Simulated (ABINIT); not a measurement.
# K (Im-3m) in ABINIT: single point with rSCAN+D4

Aim: the single point of K with rSCAN+D4.

Program: ABINIT 10.8.3 (patched build). These are calculated values, not measurements. Logs are shortened: lines on timing, memory, paths and dates and some standing lists are left out, and cuts for length are marked. The log counts tension as positive stress, the text compression.

## 1. Starting point

The structure is cubic, space group Im-3m (No. 229). Conventional cell: a = 5.395 Å, b = 5.395 Å, c = 5.395 Å, α = 90.00°, β = 90.00°, γ = 90.00°.

## 2. Single point, rSCAN+D4

Contents of run.py:

```python
import json, os
import numpy as np
from ase.units import GPa
from ase.calculators.mixing import SumCalculator
from dftd4.ase import DFTD4
from ase.calculators.abinit import Abinit, AbinitProfile
from ase.io import read

atoms = read('K.xyz')

profile = AbinitProfile(command='abinit', pp_paths=[os.path.abspath('pseudos')])
params = dict(
    pps='pawxml', xc='PBE',
    ecut=843.553,
    pawecutdg=1442.2035,
    kptopt=1,
    ngkpt=[7, 7, 7],
    nshiftk=1,
    shiftk=[0.0, 0.0, 0.0],
    ixc=-493494,
    usekden=1,
    pawxcdev=0,
    nband=9,
    occopt=3,
    tsmear=0.136,
    nstep=100,
    tolvrs=1.0000000000000001e-07,
    prtwf=0,
    prtden=0,
)

atoms.calc = SumCalculator([Abinit(profile=profile, directory='run', **params), DFTD4(method='rscan')])
energy = atoms.get_potential_energy()
forces = atoms.get_forces()
stress = atoms.get_stress()
print(f'energy {energy:.6f} eV')
print('forces (eV/A)')
print(np.round(forces, 5))
print('stress (GPa, Voigt, tension positive)', np.round(stress / GPa, 4))
json.dump(dict(energy=energy, forces=forces.tolist(), stress=stress.tolist(), cell=atoms.cell.tolist(), frac=atoms.get_scaled_positions(wrap=False).tolist()), open('results.json', 'w'))
```

Contents of K.xyz:

```xyz
1
Lattice="-2.6975585167 2.6975585167 2.6975585167 2.6975585167 -2.6975585167 2.6975585167 2.6975585167 2.6975585167 -2.6975585167" Properties=species:S:1:pos:R:3 pbc="T T T"
K      0.0000000000      0.0000000000      0.0000000000
```

Potentials or basis: JTH PAW PBE v2.0.

Started as:

```console
> python run.py
```

Output:

```text
energy -728.158497 eV
forces (eV/A)
[[-0. -0.  0.]]
stress (GPa, Voigt, tension positive) [ 0.0992  0.0992  0.0992  0.     -0.      0.    ]
```

abinit.in:

```text
ecut 843.553 eV
ixc -493494
kptopt 1
natom 1
nband 9
ngkpt
7 7 7
nshiftk 1
nsppol 1
nstep 100
occopt 3
pawecutdg 1442.2035 eV
pawxcdev 0
prtden 0
prtwf 0
shiftk
0.0 0.0 0.0
tolvrs 1.0000000000000001e-07
tsmear 0.136 eV
usekden 1
#Definition of the unit cell
acell
1.00000000000000 1.00000000000000 1.00000000000000 Angstrom
rprim
-2.69755851670000 2.69755851670000 2.69755851670000
2.69755851670000 -2.69755851670000 2.69755851670000
2.69755851670000 2.69755851670000 -2.69755851670000
chkprim 0 # Allow non-primitive cells
#Definition of the atom types
ntypat 1
znucl 19
#Enumerate different atomic species
typat
 1
pseudos "./pseudos/K.GGA_PBE-JTH.xml"
#Definition of the atoms
xcart
0.00000000000000 0.00000000000000 0.00000000000000
chkexit 1 # abinit.exit file in the running directory terminates after the current SCF
```

abinit.abo:

```text
.Version 10.8.3 of ABINIT
 Symmetries : space group Im -3 m (#229); Bravais cI (body-center cubic)
================================================================================
 Values of the parameters that define the memory need of the present run
     intxc =       0    ionmov =       0      iscf =      17    lmnmax =      13
     lnmax =       5     mgfft =      48  mpssoang =       3    mqgrid =    3001
     natom =       1  nloc_mem =       2    nspden =       1   nspinor =       1
    nsppol =       1      nsym =      48    n1xccc =       1    ntypat =       1
    occopt =       3   xclevel =       2
       mpw =        4392          nfft =      110592          nkpt =          20
 PAW method is used; the additional fine FFT grid is defined by:
   mgfftf=        60    nfftf =    216000
================================================================================
================================================================================

--------------------------------------------------------------------------------
------------- Echo of variables that govern the present computation ------------
--------------------------------------------------------------------------------
 -outvars: echo values of preprocessed input variables --------
            acell      1.8897261259E+00  1.8897261259E+00  1.8897261259E+00 Bohr
              amu      3.90983000E+01
          chkexit           1
          chkprim           0
             ecut      3.10000010E+01 Hartree
              ixc     -493494
         kptrlatt        7    0    0      0    7    0      0    0    7
          kptrlen      6.18056829E+01
            natom           1
            nband           9
            ngfft          48      48      48
          ngfftdg          60      60      60
             nkpt          20
            nstep         100
             nsym          48
           ntypat           1
           occopt           3
        pawecutdg      5.30000011E+01 Hartree
         pawxcdev           0
           prtden           0
          prtkden           1
            prtwf           0
            rprim     -2.6975585167E+00  2.6975585167E+00  2.6975585167E+00
[... 143 lines left out ...]
 Fermi (or HOMO) energy (hartree) =   0.03140   Average Vxc (hartree)=  -0.21014
 Eigenvalues (hartree) for nkpt=  20  k points:
 kpt#   1, nband=  9, wtk=  0.00292, kpt=  0.0000  0.0000  0.0000 (reduced coord)
  -1.20405   -0.56823   -0.56823   -0.56823   -0.04695    0.19712    0.19712    0.19712
   0.23031
      occupation numbers for kpt#   1
   2.00000    2.00000    2.00000    2.00000    2.00000    0.00000    0.00000    0.00000
   0.00000
 prteigrs : prtvol=0 or 1, do not print more k-points.

--- !EnergyTerms
iteration_state     : {dtset: 1, }
comment             : Components of total free energy in Hartree
kinetic             :  8.27204771395749E+00
hartree             :  9.98572773522643E+00
xc                  : -3.99196187923230E+00
Ewald energy        : -1.44565679359671E+01
psp_core            :  2.17179847888438E-01
local_psp           : -3.26275714784402E+01
PAW spherical_terms :  5.84442728497952E+00
internal            : -2.67567187115877E+01
'-kT*entropy'       : -1.67733839829815E-03
total_energy        : -2.67583960499860E+01
total_energy_eV     : -7.28133050239101E+02
...

--- !EnergyTermsDC
iteration_state     : {dtset: 1, }
comment             : '"Double-counting" decomposition of free energy'
band_energy         : -5.81990816502415E+00
Ewald energy        : -1.44565679359671E+01
psp_core            :  2.17179847888438E-01
xc_dc               : -8.58446542231753E+00
PAW spherical_terms :  1.88705982777296E+00
internal            : -2.67567018476474E+01
'-kT*entropy'       : -1.67733839829815E-03
total_energy_dc     : -2.67583791860457E+01
total_energy_dc_eV  : -7.28132591347908E+02
...

--- !EnergyTermsWithPAWCore
iteration_state     : {dtset: 1, }
comment             : 'Components of total free energy, including PAW core contributions'
Total energy        : -6.02420862728980E+02
Total energy DC     : -6.02420845865040E+02
Total energy (eV)   : -1.63927067783554E+04
Total energy DC (eV): -1.63927063194642E+04
...

 Cartesian components of stress tensor (hartree/bohr^3)
  sigma(1 1)=  1.68068203E-06  sigma(3 2)=  0.00000000E+00
  sigma(2 2)=  1.68068203E-06  sigma(3 1)=  0.00000000E+00
  sigma(3 3)=  1.68068203E-06  sigma(2 1)=  0.00000000E+00

-Cartesian components of stress tensor (GPa)         [Pressure= -4.9447E-02 GPa]
- sigma(1 1)=  4.94473724E-02  sigma(3 2)=  0.00000000E+00
- sigma(2 2)=  4.94473724E-02  sigma(3 1)=  0.00000000E+00
- sigma(3 3)=  4.94473724E-02  sigma(2 1)=  0.00000000E+00

== END DATASET(S) ==============================================================
================================================================================

 -outvars: echo values of variables after computation  --------
            acell      1.8897261259E+00  1.8897261259E+00  1.8897261259E+00 Bohr
           etotal     -2.6758379186E+01
            fcart     -0.0000000000E+00 -0.0000000000E+00 -0.0000000000E+00
            rprim     -2.6975585167E+00  2.6975585167E+00  2.6975585167E+00
                       2.6975585167E+00 -2.6975585167E+00  2.6975585167E+00
                       2.6975585167E+00  2.6975585167E+00 -2.6975585167E+00
           strten      1.6806820265E-06  1.6806820265E-06  1.6806820265E-06
                       0.0000000000E+00  0.0000000000E+00  0.0000000000E+00
 Calculation completed.
```

Run time: 89 s. Hardware: 1 thread of Intel Xeon Platinum 8488C (Sapphire Rapids), shared host; peak memory 0.22 GiB.

What came out:

```yaml
Free_energy: -728.1580 eV
Pressure: -0.1 GPa
Band_gap_on_the_k_mesh: none (metal or under the smearing width)
Valence_electrons_inside_the_program's_atomic_spheres: K 7.15 (radii [1.1159] Å)
Dispersion_energy_per_atom: -0.025 eV
```

Levels at points of the mesh, in eV from the Fermi level:
| k point | band 1 | band 2 | band 3 | band 4 | band 5 | band 6 | band 7 | band 8 | band 9 |
| --- | --- | --- | --- | --- | --- | --- | --- | --- | --- |
| (0.00, 0.00, 0.00) | -33.62 | -16.32 | -16.32 | -16.32 | -2.13 | 4.51 | 4.51 | 4.51 | 5.41 |

Caveat: totals of a meta-GGA on PAW files have another zero than those of a GGA; the PAW data sets were made with another functional, which shifts forces and pressure a little; pairwise dispersion overbinds metals, which lowers pressure and volume.
